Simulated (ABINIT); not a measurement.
# Al (Fm-3m) in ABINIT: notebook

The runs below take Al through band structure, with BP86, r2SCAN.

Program: ABINIT 10.8.3 (patched build). These are calculated values, not measurements. Logs are shortened: lines on timing, memory, paths and dates and some standing lists are left out, and cuts for length are marked. The log counts tension as positive stress, the text compression.

### Step 1. The structure

The structure is cubic, space group Fm-3m (No. 225). The conventional cell has a = 4.050 Å, b = 4.050 Å, c = 4.050 Å, α = 90.00°, β = 90.00°, γ = 90.00°. Around Al (site symmetry m-3m) lie 12 Al at 2.86 Å.

### Step 2. Band structure, BP86

run.abi reads:

```
# Datasets: ground state, then fixed potential
ndtset 2

# Pseudopotentials
pp_dirpath "./"
pseudos "Al.GGA_PBE-JTH.xml"

# Structure
acell 2.8635066922 2.8635066922 2.8635066922 Angstrom
rprim
     0.0000000000     0.7071067812     0.7071067812
     0.7071067812     0.0000000000     0.7071067812
     0.7071067812     0.7071067812     0.0000000000
ntypat 1
znucl 13
natom 1
typat 1
xred
     0.0000000000     0.0000000000     0.0000000000

# Plane-wave basis
ecut 544.227725 eV
pawecutdg 40.0

# Exchange and correlation
ixc -106132

# Bands and occupations
occopt 3
tsmear 0.05 eV

# SCF cycle
nstep 100

# Output
iomode 3
prtwf 0
prteig 0
prtebands 0
enunit 2
prtden1 1

# Dataset 1
kptopt1 1
ngkpt1 11 11 11
nshiftk1 1
shiftk1 0.0 0.0 0.0
nband1 6
tolvrs1 1.0e-9

# Dataset 2: bands along G-X-W-K-G-L-U-W-L-K
iscf2 -2
getden2 1
nband2 10
nbdbuf2 2
tolwfr2 1.0e-12
kptopt2 -9
ndivsm2 8
prteig2 1
prtvol2 -3
kptbounds2
     0.0000000000     0.0000000000     0.0000000000
     0.5000000000     0.0000000000     0.5000000000
     0.5000000000     0.2500000000     0.7500000000
     0.3750000000     0.3750000000     0.7500000000
     0.0000000000     0.0000000000     0.0000000000
     0.5000000000     0.5000000000     0.5000000000
     0.6250000000     0.2500000000     0.6250000000
     0.5000000000     0.2500000000     0.7500000000
     0.5000000000     0.5000000000     0.5000000000
     0.3750000000     0.3750000000     0.7500000000
```

Potentials or basis: JTH PAW PBE v2.0.

The run is started by

```bash
$ abinit run.abi > log 2>&1
```

run.abo:

```text
.Version 10.8.3 of ABINIT
 DATASET    1 : space group Fm -3 m (#225); Bravais cF (face-center cubic)
================================================================================
 Values of the parameters that define the memory need for DATASET  1.
     intxc =       0    ionmov =       0      iscf =      17    lmnmax =       8
     lnmax =       4     mgfft =      24  mpssoang =       2    mqgrid =    3001
     natom =       1  nloc_mem =       2    nspden =       1   nspinor =       1
    nsppol =       1      nsym =      48    n1xccc =       1    ntypat =       1
    occopt =       3   xclevel =       2
       mpw =         495          nfft =       13824          nkpt =          56
 PAW method is used; the additional fine FFT grid is defined by:
   mgfftf=        32    nfftf =     32768
================================================================================
================================================================================

 DATASET    2 : space group Fm -3 m (#225); Bravais cF (face-center cubic)
================================================================================
 Values of the parameters that define the memory need for DATASET  2.
     intxc =       0    ionmov =       0      iscf =      -2    lmnmax =       8
     lnmax =       4     mgfft =      24  mpssoang =       2    mqgrid =    3001
     natom =       1  nloc_mem =       2    nspden =       1   nspinor =       1
    nsppol =       1      nsym =      48    n1xccc =       1    ntypat =       1
    occopt =       3   xclevel =       2
       mpw =         515          nfft =       13824          nkpt =         139
 PAW method is used; the additional fine FFT grid is defined by:
   mgfftf=        32    nfftf =     32768
================================================================================
================================================================================

--------------------------------------------------------------------------------
------------- Echo of variables that govern the present computation ------------
--------------------------------------------------------------------------------
 -outvars: echo values of preprocessed input variables --------
            acell      5.4112434080E+00  5.4112434080E+00  5.4112434080E+00 Bohr
              amu      2.69815390E+01
             ecut      2.00000000E+01 Hartree
           enunit           2
           getden1          0
           getden2          1
             iscf1         17
             iscf2         -2
              ixc     -106132
           jdtset        1    2
           kptopt1          1
           kptopt2         -9
         kptrlatt       11    0    0      0   11    0      0    0   11
          kptrlen1     5.95236775E+01
          kptrlen2     3.00000000E+01
            natom           1
            nband1          6
            nband2         10
           nbdbuf1          0
           nbdbuf2          2
           ndtset           2
           ndivsm1          0
           ndivsm2          8
            ngfft          24      24      24
          ngfftdg          32      32      32
             nkpt1         56
             nkpt2        139
            nstep         100
             nsym          48
           ntypat           1
           occopt           3
        pawecutdg      4.00000000E+01 Hartree
         pawxcdev           0
        prtebands           0
           prteig1          0
           prteig2          1
           prtvol1          0
           prtvol2         -3
            prtwf           0
            rprim      0.0000000000E+00  7.0710678120E-01  7.0710678120E-01
                       7.0710678120E-01  0.0000000000E+00  7.0710678120E-01
                       7.0710678120E-01  7.0710678120E-01  0.0000000000E+00
           shiftk1     0.00000000E+00  0.00000000E+00  0.00000000E+00
           shiftk2     5.00000000E-01  5.00000000E-01  5.00000000E-01
          spgroup         225
           tolvrs1     1.00000000E-09
           tolvrs2     0.00000000E+00
           tolwfr1     0.00000000E+00
           tolwfr2     1.00000000E-12
           tsmear      1.83746611E-03 Hartree
            typat      1
           useylm           1
            znucl       13.00000

================================================================================

 chkinp: Checking input parameters for consistency, jdtset=   1.

 chkinp: Checking input parameters for consistency, jdtset=   2.

[... 906 lines left out ...]
  9.20E-13  2.23E-09
  2.3726E-01  2.4502E-01  3.4370E-01  5.7260E-01  6.3634E-01  9.4316E-01
  1.0596E+00  1.1347E+00  1.1368E+00  1.3100E+00
 Non-SCF case, kpt  138 (  0.38393  0.38393  0.73214), residuals and eigenvalues=
  1.96E-13  2.10E-13  3.52E-13  7.67E-14  2.95E-13  8.68E-13  3.87E-13  3.63E-13
  9.02E-13  1.03E-09
  2.4898E-01  2.5807E-01  3.1921E-01  5.6588E-01  6.2858E-01  9.1853E-01
  1.0913E+00  1.1313E+00  1.1520E+00  1.3298E+00
 Non-SCF case, kpt  139 (  0.37500  0.37500  0.75000), residuals and eigenvalues=
  2.26E-13  7.74E-14  6.72E-13  2.88E-13  6.62E-13  1.33E-13  6.52E-13  6.15E-13
  9.45E-13  1.92E-09
  2.5212E-01  2.7221E-01  3.0556E-01  5.6025E-01  6.2191E-01  8.9437E-01
  1.1173E+00  1.1327E+00  1.1664E+00  1.3460E+00

--- !ResultsGS
iteration_state: {dtset: 2, }
comment   : Summary of ground state results
lattice_vectors:
- [  0.0000000,   3.8263269,   3.8263269, ]
- [  3.8263269,   0.0000000,   3.8263269, ]
- [  3.8263269,   3.8263269,   0.0000000, ]
lattice_lengths: [   5.41124,    5.41124,    5.41124, ]
lattice_angles: [ 60.000,  60.000,  60.000, ] # degrees, (23, 13, 12)
lattice_volume:   1.1204080E+02
convergence: {deltae:  0.000E+00, res2:  0.000E+00, residm:  9.993E-13, diffor:  0.000E+00, }
etotal    :  -2.09546106E+00
entropy   :   0.00000000E+00
fermie    :   3.21867583E-01
cartesian_stress_tensor: null
pressure_GPa: null
xred      :
- [  0.0000E+00,   0.0000E+00,   0.0000E+00, Al]
cartesian_forces: null
force_length_stats: {min: null, max: null, mean: null, }
...

 Integrated electronic density in atomic spheres:
 ------------------------------------------------
 Atom  Sphere_radius  Integrated_density
    1        1.90363          0.74075496

================================================================================

 ----iterations are completed or convergence reached----

 Mean square residual over all n,k,spin=   36.547E-14; max=  99.926E-14
 reduced coordinates (array xred) for    1 atoms
       0.000000000000      0.000000000000      0.000000000000

 cartesian coordinates (angstrom) at end:
    1      0.00000000000000     0.00000000000000     0.00000000000000
 length scales=  5.411243407962  5.411243407962  5.411243407962 bohr
              =  2.863506692200  2.863506692200  2.863506692200 angstroms
 Eigenvalues (hartree) for nkpt= 139  k points:
 kpt#   1, nband= 10, wtk=  1.00000, kpt=  0.0000  0.0000  0.0000 (reduced coord)
  -0.08649    0.78420    0.78420    0.78420    0.83355    0.83355    0.83355    0.92630
   1.03176    1.03176
 kpt#   2, nband= 10, wtk=  1.00000, kpt=  0.0217  0.0000  0.0217 (reduced coord)
  -0.08586    0.77475    0.77475    0.77913    0.83202    0.84396    0.84396    0.93264
   1.02329    1.03235
 kpt#   3, nband= 10, wtk=  1.00000, kpt=  0.0435  0.0000  0.0435 (reduced coord)
  -0.08398    0.75631    0.75631    0.76600    0.82755    0.86513    0.86513    0.94954
   0.99990    1.03416
 kpt#   4, nband= 10, wtk=  1.00000, kpt=  0.0652  0.0000  0.0652 (reduced coord)
  -0.08085    0.73626    0.73626    0.74847    0.82052    0.88968    0.88968    0.96695
   0.97333    1.03704
 kpt#   5, nband= 10, wtk=  1.00000, kpt=  0.0870  0.0000  0.0870 (reduced coord)
  -0.07647    0.71636    0.71636    0.72912    0.81142    0.91577    0.91577    0.92907
   1.00146    1.04113
 kpt#   6, nband= 10, wtk=  1.00000, kpt=  0.1087  0.0000  0.1087 (reduced coord)
  -0.07084    0.69711    0.69711    0.70926    0.80076    0.88888    0.94282    0.94282
[... 385 lines left out ...]
 kpt# 135, nband= 10, wtk=  1.00000, kpt=  0.4107  0.4107  0.6786 (reduced coord)
   0.21257    0.22018    0.40276    0.58932    0.65510    0.99130    0.99695    1.09624
   1.15125    1.24946
 kpt# 136, nband= 10, wtk=  1.00000, kpt=  0.4018  0.4018  0.6964 (reduced coord)
   0.22458    0.23229    0.37220    0.58042    0.64519    0.96780    1.02802    1.11558
   1.14359    1.28371
 kpt# 137, nband= 10, wtk=  1.00000, kpt=  0.3929  0.3929  0.7143 (reduced coord)
   0.23726    0.24502    0.34370    0.57260    0.63634    0.94316    1.05965    1.13474
   1.13679    1.31002
 kpt# 138, nband= 10, wtk=  1.00000, kpt=  0.3839  0.3839  0.7321 (reduced coord)
   0.24898    0.25807    0.31921    0.56588    0.62858    0.91853    1.09134    1.13133
   1.15200    1.32977
 kpt# 139, nband= 10, wtk=  1.00000, kpt=  0.3750  0.3750  0.7500 (reduced coord)
   0.25212    0.27221    0.30556    0.56025    0.62191    0.89437    1.11727    1.13269
   1.16644    1.34598
 Eigenvalues (   eV  ) for nkpt= 139  k points:
 kpt#   1, nband= 10, wtk=  1.00000, kpt=  0.0000  0.0000  0.0000 (reduced coord)
  -2.35347   21.33905   21.33905   21.33905   22.68209   22.68209   22.68209   25.20581
  28.07560   28.07560
 kpt#   2, nband= 10, wtk=  1.00000, kpt=  0.0217  0.0000  0.0217 (reduced coord)
  -2.33641   21.08205   21.08205   21.20117   22.64040   22.96519   22.96519   25.37839
  27.84523   28.09161
 kpt#   3, nband= 10, wtk=  1.00000, kpt=  0.0435  0.0000  0.0435 (reduced coord)
  -2.28525   20.58038   20.58038   20.84400   22.51882   23.54149   23.54149   25.83842
  27.20866   28.14092
 kpt#   4, nband= 10, wtk=  1.00000, kpt=  0.0652  0.0000  0.0652 (reduced coord)
  -2.20004   20.03465   20.03465   20.36693   22.32746   24.20933   24.20933   26.31198
  26.48555   28.21937
 kpt#   5, nband= 10, wtk=  1.00000, kpt=  0.0870  0.0000  0.0870 (reduced coord)
  -2.08081   19.49310   19.49310   19.84031   22.07977   24.91947   24.91947   25.28130
  27.25110   28.33063
 kpt#   6, nband= 10, wtk=  1.00000, kpt=  0.1087  0.0000  0.1087 (reduced coord)
  -1.92767   18.96930   18.96930   19.30000   21.78967   24.18765   25.65550   25.65550
[... 386 lines left out ...]
   5.78419    5.99137   10.95959   16.03629   17.82612   26.97467   27.12833   29.83031
  31.32716   33.99963
 kpt# 136, nband= 10, wtk=  1.00000, kpt=  0.4018  0.4018  0.6964 (reduced coord)
   6.11110    6.32093   10.12796   15.79398   17.55658   26.33514   27.97376   30.35640
  31.11855   34.93159
 kpt# 137, nband= 10, wtk=  1.00000, kpt=  0.3929  0.3929  0.7143 (reduced coord)
   6.45624    6.66741    9.35244   15.58135   17.31573   25.66465   28.83453   30.87773
  30.93376   35.64744
 kpt# 138, nband= 10, wtk=  1.00000, kpt=  0.3839  0.3839  0.7321 (reduced coord)
   6.77508    7.02239    8.68623   15.39843   17.10449   24.99458   29.69680   30.78503
  31.34743   36.18485
 kpt# 139, nband= 10, wtk=  1.00000, kpt=  0.3750  0.3750  0.7500 (reduced coord)
   6.86054    7.40730    8.31481   15.24511   16.92304   24.33694   30.40253   30.82215
  31.74055   36.62590

== END DATASET(S) ==============================================================
================================================================================

 -outvars: echo values of variables after computation  --------
            acell      5.4112434080E+00  5.4112434080E+00  5.4112434080E+00 Bohr
           etotal1    -2.0954610568E+00
            fcart1    -0.0000000000E+00 -0.0000000000E+00 -0.0000000000E+00
            rprim      0.0000000000E+00  7.0710678120E-01  7.0710678120E-01
                       7.0710678120E-01  0.0000000000E+00  7.0710678120E-01
                       7.0710678120E-01  7.0710678120E-01  0.0000000000E+00
           strten1    -1.4765978674E-05 -1.4765978674E-05 -1.4765978674E-05
                       0.0000000000E+00  0.0000000000E+00  0.0000000000E+00
 Calculation completed.
```

Wall time 12 s (1 thread of Arm Neoverse V1, shared host); peak memory 0.1 GiB.

What came out:

| Item | Value |
| --- | --- |
| Free energy | -57.0204 eV |
| Pressure | 0.4 GPa |
| Band gap on the k mesh | none (metal or under the smearing width) |
| Valence electrons inside the program's atomic spheres | Al 0.74 (radii [1.0074] Å) |

Levels at the corners of the path, in eV from the Fermi level:
| point | band 1 | band 2 | band 3 | band 4 | band 5 | band 6 | band 7 |
| --- | --- | --- | --- | --- | --- | --- | --- |
| Γ | -11.11 | 12.58 | 12.58 | 12.58 | 13.92 | 13.92 | 13.92 |
| X | -2.93 | -1.61 | 5.27 | 5.52 | 5.52 | 8.98 | 25.22 |
| W | -0.86 | -0.86 | 0.22 | 0.98 | 15.74 | 15.74 | 16.22 |
| K | -1.90 | -1.35 | -0.44 | 6.49 | 8.16 | 15.58 | 21.64 |
| Γ | -11.11 | 12.58 | 12.58 | 12.58 | 13.92 | 13.92 | 13.92 |
| L | -4.56 | -4.42 | 11.24 | 11.24 | 11.45 | 11.45 | 15.13 |
| U | -1.90 | -1.35 | -0.44 | 6.49 | 8.16 | 15.58 | 21.64 |
| W | -0.86 | -0.86 | 0.22 | 0.98 | 15.74 | 15.74 | 16.22 |
| L | -4.56 | -4.42 | 11.24 | 11.24 | 11.45 | 11.45 | 15.13 |
| K | -1.90 | -1.35 | -0.44 | 6.49 | 8.16 | 15.58 | 21.64 |

Caveat: the PAW data sets were made with another functional, which shifts forces and pressure a little.

### Step 3. Band structure, r2SCAN

run.abi: that of step 2 with these lines changed.

```diff
@@ -5,10 +5,10 @@
 pp_dirpath "./"
-pseudos "Al.GGA_PBE-JTH.xml"
+pseudos "13_Al_3_1.9_1.9_pbe_n_v1.0.psp8"
 
 # Structure
-acell 2.8635066922 2.8635066922 2.8635066922 Angstrom
+acell 3*1.0 Angstrom
 rprim
-     0.0000000000     0.7071067812     0.7071067812
-     0.7071067812     0.0000000000     0.7071067812
-     0.7071067812     0.7071067812     0.0000000000
+     0.0000000000     2.0248050000     2.0248050000
+     2.0248050000     0.0000000000     2.0248050000
+     2.0248050000     2.0248050000     0.0000000000
 ntypat 1
@@ -21,7 +21,9 @@
 # Plane-wave basis
-ecut 544.227725 eV
-pawecutdg 40.0
+ecut 19.0
 
 # Exchange and correlation
-ixc -106132
+ixc -497498
+usekden 1
+nc_xccc_gspace 1
+boxcutmin 3.0
 
@@ -29,3 +31,3 @@
 occopt 3
-tsmear 0.05 eV
+tsmear 0.00183747
 
@@ -39,4 +41,7 @@
 prtebands 0
-enunit 2
 prtden1 1
+prtkden1 1
+prtvha1 1
+prtvclmb1 1
+prtpot1 1
 
@@ -53,2 +58,3 @@
 getden2 1
+getkden2 1
 nband2 10
@@ -57,5 +63,4 @@
 kptopt2 -9
-ndivsm2 8
+ndivsm2 5
 prteig2 1
-prtvol2 -3
 kptbounds2
```

Potentials or basis: SPMS NC PBE v1.0.

The run is started by

```bash
$ abinit run.abi > log 2>&1
```

Run time: 64 s. Hardware: 1 thread of Arm Neoverse V1, shared host; peak memory 0.1 GiB.

It converged, with:

```yaml
Free_energy: -63.9227 eV
Pressure: -1.4 GPa
Band_gap_on_the_k_mesh: none (metal or under the smearing width)
Valence_electrons_inside_the_program's_atomic_spheres: Al 0.88 (radii [1.0584] Å)
```

Levels at the corners of the path, in eV from the Fermi level:
```csv
point,band 1,band 2,band 3,band 4,band 5,band 6,band 7
Γ,-11.90,13.66,13.66,13.66,14.97,14.97,14.97
X,-3.13,-1.74,5.71,5.96,5.96,9.60,27.43
W,-0.90,-0.90,0.13,1.16,17.00,17.00,17.43
K,-2.02,-1.48,-0.44,7.00,8.78,16.77,23.40
Γ,-11.90,13.66,13.66,13.66,14.97,14.97,14.97
L,-4.96,-4.66,12.14,12.14,12.37,12.37,16.14
U,-2.02,-1.48,-0.44,7.00,8.78,16.77,23.40
W,-0.90,-0.90,0.13,1.16,17.00,17.00,17.43
L,-4.96,-4.66,12.14,12.14,12.37,12.37,16.14
K,-2.02,-1.48,-0.44,7.00,8.78,16.77,23.40
```

Caveat: a meta-GGA on potentials with a model core is unreliable; the potentials were made for another functional, which shifts forces and pressure.

### Step 4. The reference run

An earlier run on the cell as given: functional PBE; potentials or basis JTH PAW PBE v2.0; cutoff 544 eV; k mesh 11 × 11 × 11; occupations fermi-dirac, width 0.05 eV; no spin polarisation.

- Pressure: -0.6 GPa
- Band gap on the k mesh: none (metal or under the smearing width)
- Valence electrons inside the program's atomic spheres: Al 0.73 (radii [1.0074] Å)

### Step 5. Overview

| task | level | potentials or basis | cutoff (eV) | fine-grid cutoff | gap on the mesh (eV) | pressure (GPa) |
| --- | --- | --- | --- | --- | --- | --- |
| band structure | BP86 | JTH PAW PBE v2.0 | 544 | 1088.46 eV | none | 0.4 |
| band structure | r2SCAN | SPMS NC PBE v1.0 | 517 | - | none | -1.4 |
| single point | PBE | JTH PAW PBE v2.0 | 544 | 1088.46 eV | none | -0.6 |

Alike in all rows: no spin polarisation; cell as given; k mesh 11 × 11 × 11; smearing fermi-dirac 0.05 eV.

Caveats: the PAW data sets were made with another functional, which shifts forces and pressure a little (some runs); a meta-GGA on potentials with a model core is unreliable (some runs); the potentials were made for another functional, which shifts forces and pressure (some runs).

Absolute energies hang on the potentials; compare differences alone.
